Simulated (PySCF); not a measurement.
# BN (F-43m) in PySCF: settings compared

The runs below take BN through atomic charges, with LDA, PBE, PBEsol, r2SCAN.

Program: PySCF 2.14.0. These are calculated values, not measurements. Logs are shortened: lines on timing, memory, paths and dates and some standing lists are left out, and cuts for length are marked.

**1. The structure**

It takes space group F-43m (No. 216, cubic). The conventional cell has a = 3.626 Å, b = 3.626 Å, c = 3.626 Å, α = 90.00°, β = 90.00°, γ = 90.00°. N (site symmetry -43m) is surrounded by 4 B at 1.57 Å. Around B (site symmetry -43m) lie 4 N at 1.57 Å.

The cell is a database's computed one.

**2. Atomic charges, LDA**

Input file run.py:

```python
import json
import numpy as np
from pyscf.pbc import gto, scf, dft, df

cell = gto.Cell()
cell.basis = 'pob-tzvp-rev2'
cell.fromfile('BN.xyz')
cell.exp_to_discard = 0.1
cell.precision = 1e-08
cell.max_memory = 5040  # MB
cell.verbose = 4
cell.build()

res = {}
kpts = cell.make_kpts([2, 2, 2])
mf = dft.KRKS(cell, kpts, xc='LDA_X,LDA_C_PW')
mf = mf.density_fit()
mf.with_df._cderi_to_save = 'cderi.h5'
mf.with_df.build(j_only=False)
mf.conv_tol = 1e-07
mf.max_cycle = 60

mf.kernel()
res.update(converged=bool(mf.converged), e_tot=mf.e_tot, nelec=cell.nelectron, nao=cell.nao, mesh=list(map(int, cell.mesh)), a=cell.lattice_vectors().tolist(), coords=cell.atom_coords().tolist(),
           mo_energy=[np.real(x).tolist() for x in mf.mo_energy], mo_occ=[np.real(x).tolist() for x in mf.mo_occ])
res.update(kpts=cell.get_scaled_kpts(kpts).tolist())
res['parts'] = {k: float(np.real(v)) for k, v in mf.scf_summary.items() if np.isscalar(v)}
json.dump(res, open('results.json', 'w'))
if not mf.converged:
    raise SystemExit('SCF not converged')

print('levels (eV)')
for i, kp in enumerate(res['kpts'][:40]):
    print('k %7.4f %7.4f %7.4f  ' % tuple(kp), ' '.join('%.3f' % (x * 27.211386) for x in res['mo_energy'][i][:11]))

# Mulliken populations
dm, s = np.asarray(mf.make_rdm1()), np.asarray(mf.get_ovlp())
sites = cell.aoslice_by_atom()[:, 2:]
tot = np.einsum('kij,kji->i', dm, s).real / len(kpts)
res['mulliken'] = [cell.atom_charge(i) - tot[a0:a1].sum() for i, (a0, a1) in enumerate(sites)]
print('Mulliken charges', np.round(res['mulliken'], 5))
res['meta_lowdin'] = mf.mulliken_meta()[1].tolist()
res['done'] = True
json.dump(res, open('results.json', 'w'))
```

Input file BN.xyz:

```xyz
2
Lattice="0.0000000000 1.8130010000 1.8130010000 1.8130010000 0.0000000000 1.8130010000 1.8130010000 1.8130010000 0.0000000000" Properties=species:S:1:pos:R:3 pbc="T T T"
N      0.9065005000      0.9065005000      0.9065005000
B      0.0000000000      0.0000000000      0.0000000000
```

Potentials or basis: pob-tzvp-rev2 (all-electron).

On the command line:

```sh
$ OMP_NUM_THREADS=4 python -u run.py > log
```

Standard output:

```text
Discarded 0 diffused primitive functions, 0 contracted functions

******** <class 'pyscf.pbc.df.df.GDF'> ********
auxbasis = None
exp_to_discard = 0.1
len(kpts) = 8
ETB for B: l = 0, exps = 0.41318702 * 2^n , n = 0..12
ETB for B: l = 1, exps = 0.4158733573823445 * 2^n , n = 0..9
ETB for B: l = 2, exps = 0.41857716 * 2^n , n = 0..7
ETB for B: l = 3, exps = 0.7924111834834832 * 2^n , n = 0..3
ETB for B: l = 4, exps = 1.50011884 * 2^n , n = 0..0
ETB for N: l = 0, exps = 0.53559944 * 2^n , n = 0..13
ETB for N: l = 1, exps = 0.3973140506323833 * 2^n , n = 0..10
ETB for N: l = 2, exps = 0.2947323 * 2^n , n = 0..8
ETB for N: l = 3, exps = 0.46144555131787107 * 2^n , n = 0..4
ETB for N: l = 4, exps = 0.72245898 * 2^n , n = 0..0

WARN: Even tempered Gaussians are generated as DF auxbasis for  B N

Drop 0 primitive fitting functions
make aux basis, num shells = 76, num cGTOs = 256
auxcell.rcut 12.513415830969004

******** <class 'pyscf.pbc.df.rsdf_builder._RSGDFBuilder'> ********
mesh = [7 7 7] (343 PWs)
ke_cutoff = 7.567430368456571
omega = 0.33596566832408564
exclude_d_aux = True
exclude_dd_block = True
j2c_eig_always = False
has_long_range = True

******** <class 'pyscf.pbc.dft.krks.KRKS'> ********
method = KRKS
initial guess = minao
damping factor = 0
level_shift factor = 0
DIIS = <class 'pyscf.scf.diis.CDIIS'>
diis_start_cycle = 1
diis_space = 8
diis_damp = 0
SCF conv_tol = 1e-07
SCF conv_tol_grad = None
SCF max_cycles = 60
direct_scf = True
direct_scf_tol = 1e-13

******** PBC SCF flags ********
N kpts = 8
Exchange divergence treatment (exxdiv) = ewald
    madelung (= occupied orbital energy shift) = 0.3345564239667311
    Total energy shift due to Ewald probe charge = -1/2 * Nelec*madelung = -2.0073385438
DF object = <pyscf.pbc.df.df.GDF object>
XC functionals = LDA_X,LDA_C_PW
small_rho_cutoff = 0
radial grids:
    Treutler-Ahlrichs [JCP 102, 346 (1995); DOI:10.1063/1.469408] (M4) radial grids

becke partition: Becke, JCP 88, 2547 (1988); DOI:10.1063/1.454033
pruning grids: <function nwchem_prune>
grids dens level: 3
symmetrized grids: False
atomic radii adjust function: <function treutler_atomic_radii_adjust>
Set gradient conv threshold to 0.000316228

******** <class 'pyscf.pbc.df.rsdf_builder._RSNucBuilder'> ********
mesh = [9 9 9] (729 PWs)
ke_cutoff = 13.453209543922794
omega = 0.4629879168922588
exclude_d_aux = False
exclude_dd_block = True
j2c_eig_always = False
has_long_range = True
tot grids = 26187
cell vol = 80.4304924  sum(weights) = 80.7987428
nelec by numeric integration = 12.008591187729383
init E= -79.6270193247394
  HOMO = 0.374104168918  LUMO = 0.564296928578  gap/eV = 5.17541
nelec by numeric integration = 12.004048508795684
cycle= 1 E= -78.9705230842291  delta_E= 0.656  |g|= 0.858  |ddm|=  8.2
  HOMO = 0.469369972281  LUMO = 0.577711208499  gap/eV = 2.94812
nelec by numeric integration = 12.004977346540155
cycle= 2 E= -78.9508202967189  delta_E= 0.0197  |g|=  1.2  |ddm|= 2.18
  HOMO = 0.425971524104  LUMO = 0.573873770782  gap/eV = 4.02463
nelec by numeric integration = 12.004631816263945
cycle= 3 E= -78.9853329433283  delta_E= -0.0345  |g|=  0.1  |ddm|= 0.969
  HOMO = 0.426128538017  LUMO = 0.572692752137  gap/eV = 3.98822
nelec by numeric integration = 12.004611277700532
cycle= 4 E= -78.9856017827522  delta_E= -0.000269  |g|= 0.0072  |ddm|= 0.0938
  HOMO = 0.426298460597  LUMO = 0.572781210159  gap/eV = 3.98600
nelec by numeric integration = 12.004615741677608
cycle= 5 E= -78.9856031013714  delta_E= -1.32e-06  |g|= 0.000203  |ddm|= 0.0107
  HOMO = 0.426290533312  LUMO = 0.57277199975  gap/eV = 3.98596
nelec by numeric integration = 12.004615733392171
cycle= 6 E= -78.9856031024342  delta_E= -1.06e-09  |g|= 6.17e-05  |ddm|= 0.000906
  HOMO = 0.426289618962  LUMO = 0.572771087097  gap/eV = 3.98596
nelec by numeric integration = 12.004615722915748
Extra cycle  E= -78.985603102531  delta_E= -9.68e-11  |g|= 3.1e-05  |ddm|= 0.000326
converged SCF energy = -78.985603102531
levels (eV)
k  0.0000  0.0000  0.0000   -359.100 -159.149 -8.618 11.600 11.600 11.600 19.897 19.897 19.897 21.792 39.222
k -0.0000 -0.0000  0.5000   -359.104 -159.150 -4.262 0.633 9.587 9.587 21.448 21.814 21.814 27.124 35.641
k  0.0000  0.5000 -0.0000   -359.104 -159.150 -4.262 0.633 9.587 9.587 21.448 21.814 21.814 27.124 35.641
k  0.0000  0.5000  0.5000   -359.100 -159.151 -2.860 2.506 6.538 6.538 15.586 20.305 29.003 29.003 31.881
k  0.5000  0.0000  0.0000   -359.104 -159.150 -4.262 0.633 9.587 9.587 21.448 21.814 21.814 27.124 35.641
k  0.5000  0.0000  0.5000   -359.100 -159.151 -2.860 2.506 6.538 6.538 15.586 20.305 29.003 29.003 31.881
k  0.5000  0.5000  0.0000   -359.100 -159.151 -2.860 2.506 6.538 6.538 15.586 20.305 29.003 29.003 31.881
k  0.5000  0.5000  0.5000   -359.104 -159.150 -4.262 0.633 9.587 9.587 21.448 21.814 21.814 27.124 35.640
Mulliken charges [-1.19519  1.19519]
 ** Mulliken pop on meta-lowdin orthogonal AOs **
 ** Mulliken pop  **
pop of  0 N 1s            1.99973
pop of  0 N 2s            1.12397
pop of  0 N 3s            0.00040
pop of  0 N 4s            0.00010
pop of  0 N 2px           1.34554
pop of  0 N 2py           1.34554
pop of  0 N 2pz           1.34554
pop of  0 N 3px           0.00083
pop of  0 N 3py           0.00083
pop of  0 N 3pz           0.00083
pop of  0 N 4px           0.00106
pop of  0 N 4py           0.00106
pop of  0 N 4pz           0.00106
pop of  0 N 3dxy          0.00057
pop of  0 N 3dyz          0.00057
pop of  0 N 3dz^2         0.00116
pop of  0 N 3dxz          0.00057
pop of  0 N 3dx2-y2       0.00116
pop of  1 B 1s            1.99915
pop of  1 B 2s            0.75011
pop of  1 B 3s            0.00164
pop of  1 B 4s            0.00013
pop of  1 B 2px           0.68404
pop of  1 B 2py           0.68404
pop of  1 B 2pz           0.68404
pop of  1 B 3px           0.00502
pop of  1 B 3py           0.00502
pop of  1 B 3pz           0.00502
pop of  1 B 4px           0.00058
pop of  1 B 4py           0.00058
pop of  1 B 4pz           0.00058
pop of  1 B 3dxy          0.00269
pop of  1 B 3dyz          0.00269
pop of  1 B 3dz^2         0.00075
pop of  1 B 3dxz          0.00269
pop of  1 B 3dx2-y2       0.00075
 ** Mulliken atomic charges  **
charge of    0N =     -0.17050
charge of    1B =      0.17050
```

It took 53 s on 4 threads of Intel Xeon at 2.50GHz (Skylake/Cascade Lake), shared host; peak memory 0.39 GiB.

Results:

```yaml
Free_energy: -2149.3078 eV
Band_gap_on_the_k_mesh: 3.99 eV, indirect (least direct gap 8.30 eV)
Meta-löwdin_charges: N -0.17; B +0.17 e
```

Caveat: the k mesh is coarse (spacing up to 1.50 Å⁻¹), so the values aren't converged; the default atom-centred grid shifts energies of crystals by up to some 10 meV an atom and pressures by some 0.5 GPa; population charges move with the basis; the basis of atomic orbitals isn't converged, which shifts pressures, moduli and gaps. A hybrid or GW would open this gap; LDA tends to underestimate it.

**3. Atomic charges, PBE**

Changes to run.py since step 2:

```diff
@@ -15,6 +15,5 @@
 kpts = cell.make_kpts([2, 2, 2])
-mf = dft.KRKS(cell, kpts, xc='LDA_X,LDA_C_PW')
+mf = dft.KRKS(cell, kpts, xc='pbe')
 mf = mf.density_fit()
-mf.with_df._cderi_to_save = 'cderi.h5'
-mf.with_df.build(j_only=False)
+mf.with_df._cderi = 'cderi.h5'  # three-centre integrals saved by an earlier run on this cell, basis and mesh
 mf.conv_tol = 1e-07
```

BN.xyz is that of step 2.

Potentials or basis: pob-tzvp-rev2 (all-electron).

On the command line:

```sh
$ OMP_NUM_THREADS=4 python -u run.py > log
```

It took 21 s on 4 threads of Intel Xeon at 2.50GHz (Skylake/Cascade Lake), shared host; peak memory 0.66 GiB.

It converged, with:

```yaml
Free_energy: -2165.0253 eV
Band_gap_on_the_k_mesh: 4.18 eV, indirect (least direct gap 8.45 eV)
Meta-löwdin_charges: N -0.19; B +0.19 e
```

Levels at points of the mesh, in eV from the valence-band top:
```csv
k point,band 3,band 4,band 5,band 6,band 7,band 8,band 9,band 10,band 11
"(0.00, 0.00, 0.00)",-20.34,0.00,0.00,0.00,8.45,8.45,8.45,10.17,27.60
"(0.00, 0.00, 0.50)",-16.07,-10.91,-2.00,-2.00,9.82,10.38,10.38,15.79,24.47
"(0.00, 0.50, 0.00)",-16.07,-10.91,-2.00,-2.00,9.82,10.38,10.38,15.79,24.47
"(0.00, 0.50, 0.50)",-14.68,-9.11,-5.03,-5.03,4.18,8.82,17.64,17.64,20.61
"(0.50, 0.00, 0.00)",-16.07,-10.91,-2.00,-2.00,9.82,10.38,10.38,15.79,24.47
"(0.50, 0.00, 0.50)",-14.68,-9.11,-5.03,-5.03,4.18,8.82,17.64,17.64,20.61
"(0.50, 0.50, 0.00)",-14.68,-9.11,-5.03,-5.03,4.18,8.82,17.64,17.64,20.61
"(0.50, 0.50, 0.50)",-16.07,-10.91,-2.00,-2.00,9.82,10.38,10.38,15.79,24.47
```

Caveat: the k mesh is coarse (spacing up to 1.50 Å⁻¹), so the values aren't converged; the default atom-centred grid shifts energies of crystals by up to some 10 meV an atom and pressures by some 0.5 GPa; population charges move with the basis; the basis of atomic orbitals isn't converged, which shifts pressures, moduli and gaps.

**4. Atomic charges, PBEsol**

Changes to run.py since step 3:

```diff
@@ -15,3 +15,3 @@
 kpts = cell.make_kpts([2, 2, 2])
-mf = dft.KRKS(cell, kpts, xc='pbe')
+mf = dft.KRKS(cell, kpts, xc='pbesol')
 mf = mf.density_fit()
```

BN.xyz is that of step 3.

On the command line:

```sh
$ OMP_NUM_THREADS=4 python -u run.py > log
```

Run time: 17 s. Hardware: 4 threads of Intel Xeon at 2.50GHz (Skylake/Cascade Lake), shared host; peak memory 0.67 GiB.

Results (log left out):

```yaml
Free_energy: -2156.5765 eV
Band_gap_on_the_k_mesh: 3.96 eV, indirect (least direct gap 8.37 eV)
Meta-löwdin_charges: N -0.18; B +0.18 e
```

Levels at points of the mesh, in eV from the valence-band top:
| k point | band 3 | band 4 | band 5 | band 6 | band 7 | band 8 | band 9 | band 10 |
| --- | --- | --- | --- | --- | --- | --- | --- | --- |
| (0.00, 0.00, 0.00) | -20.38 | 0.00 | 0.00 | 0.00 | 8.37 | 8.37 | 8.37 | 10.06 |
| (0.00, 0.00, 0.50) | -16.04 | -11.02 | -2.01 | -2.01 | 9.75 | 10.27 | 10.27 | 15.63 |
| (0.00, 0.50, 0.00) | -16.04 | -11.02 | -2.01 | -2.01 | 9.75 | 10.27 | 10.27 | 15.63 |
| (0.00, 0.50, 0.50) | -14.64 | -9.17 | -5.07 | -5.07 | 3.96 | 8.66 | 17.59 | 17.59 |
| (0.50, 0.00, 0.00) | -16.04 | -11.02 | -2.01 | -2.01 | 9.75 | 10.27 | 10.27 | 15.63 |
| (0.50, 0.00, 0.50) | -14.64 | -9.17 | -5.07 | -5.07 | 3.96 | 8.66 | 17.59 | 17.59 |
| (0.50, 0.50, 0.00) | -14.64 | -9.17 | -5.07 | -5.07 | 3.96 | 8.66 | 17.59 | 17.59 |
| (0.50, 0.50, 0.50) | -16.04 | -11.02 | -2.01 | -2.01 | 9.75 | 10.27 | 10.27 | 15.63 |

Caveat: the k mesh is coarse (spacing up to 1.50 Å⁻¹), so the values aren't converged; the default atom-centred grid shifts energies of crystals by up to some 10 meV an atom and pressures by some 0.5 GPa; population charges move with the basis; the basis of atomic orbitals isn't converged, which shifts pressures, moduli and gaps. A k mesh can miss the band edges.

**5. Atomic charges, r2SCAN**

Changes to run.py since step 4:

```diff
@@ -15,3 +15,3 @@
 kpts = cell.make_kpts([2, 2, 2])
-mf = dft.KRKS(cell, kpts, xc='pbesol')
+mf = dft.KRKS(cell, kpts, xc='r2scan')
 mf = mf.density_fit()
```

BN.xyz is that of step 4.

On the command line:

```sh
$ OMP_NUM_THREADS=4 python -u run.py > log
```

Wall time 21 s (4 threads of Intel Xeon at 2.50GHz (Skylake/Cascade Lake), shared host); peak memory 0.68 GiB.

It converged, with:

* Free energy: -2166.6764 eV
* Band gap on the k mesh: 4.72 eV, indirect (least direct gap 9.23 eV)
* Meta-löwdin charges: N -0.25; B +0.25 e

Levels at points of the mesh, in eV from the valence-band top:
| k point | band 3 | band 4 | band 5 | band 6 | band 7 | band 8 | band 9 | band 10 |
| --- | --- | --- | --- | --- | --- | --- | --- | --- |
| (0.00, 0.00, 0.00) | -21.33 | 0.00 | 0.00 | 0.00 | 9.23 | 9.23 | 9.23 | 10.86 |
| (0.00, 0.00, 0.50) | -17.00 | -11.24 | -2.06 | -2.06 | 10.49 | 11.20 | 11.20 | 16.96 |
| (0.00, 0.50, 0.00) | -17.00 | -11.24 | -2.06 | -2.06 | 10.49 | 11.20 | 11.20 | 16.96 |
| (0.00, 0.50, 0.50) | -15.57 | -9.46 | -5.18 | -5.18 | 4.72 | 9.44 | 19.01 | 19.01 |
| (0.50, 0.00, 0.00) | -17.00 | -11.24 | -2.06 | -2.06 | 10.49 | 11.20 | 11.20 | 16.96 |
| (0.50, 0.00, 0.50) | -15.57 | -9.46 | -5.18 | -5.18 | 4.72 | 9.44 | 19.01 | 19.01 |
| (0.50, 0.50, 0.00) | -15.57 | -9.46 | -5.18 | -5.18 | 4.72 | 9.44 | 19.01 | 19.01 |
| (0.50, 0.50, 0.50) | -17.00 | -11.24 | -2.06 | -2.06 | 10.49 | 11.20 | 11.20 | 16.96 |

Caveat: the k mesh is coarse (spacing up to 1.50 Å⁻¹), so the values aren't converged; the default atom-centred grid shifts energies of crystals by up to some 10 meV an atom and pressures by some 0.5 GPa; population charges move with the basis; the basis of atomic orbitals isn't converged, which shifts pressures, moduli and gaps.

**6. Summary**

```tsv
level	three-centre integrals	gap on the mesh (eV)
LDA	-	3.99
PBE	read from an earlier run's file	4.18
PBEsol	read from an earlier run's file	3.96
r2SCAN	read from an earlier run's file	4.72
```

Alike in all rows: task atomic charges; potentials or basis pob-tzvp-rev2 (all-electron); no spin polarisation; cell as given; k mesh 2 × 2 × 2; smearing fixed; the mesh is coarse, so values aren't converged.

Caveats: all runs use coarse meshes; the default atom-centred grid shifts energies of crystals by up to some 10 meV an atom and pressures by some 0.5 GPa; the basis of atomic orbitals isn't converged, which shifts pressures, moduli and gaps.

Total energies depend on the potentials used, so only differences within one code and one set of settings carry meaning.
